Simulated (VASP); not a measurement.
Crystal: Co.

```xyz
2
Lattice="2.4720 0.0000 0.0000 -1.2360 2.1408 0.0000 0.0000 0.0000 4.0211" Properties=species:S:1:pos:R:3 pbc="T T T"
Co    1.2360    0.7136    3.0159
Co    0.0000    1.4272    1.0053
```

Base run:

```yaml
Program: VASP 6.6.1
Functional: PBE
Potentials_or_basis: VASP PAW PBE potentials, release 64 (Co)
Cutoff: 520 eV
k_mesh: 12 × 12 × 7
Occupations: fermi-dirac, width 0.05 eV
Spin: collinear spin, ferromagnetic start
Starting_moments: "[2.0, 2.0] μB"
```

Its results: band gap on the k mesh none (metal or under the smearing width); pressure 3.9 GPa; net moment 3.19 μB per cell; site moments Co +1.61 μB.

The run is repeated on the same cell with these changes: functional from PBE to PBEsol. What comes out?

Band gap on the k mesh none (metal or under the smearing width); pressure -6.6 GPa; net moment 3.18 μB per cell; site moments Co +1.60 μB.

PBEsol binds more tightly than PBE, so the same cell stands under less pressure.

Caveats: the PAW data sets were made with another functional, which shifts forces and pressure a little (some runs).

Not every run made on this cell is shown here.
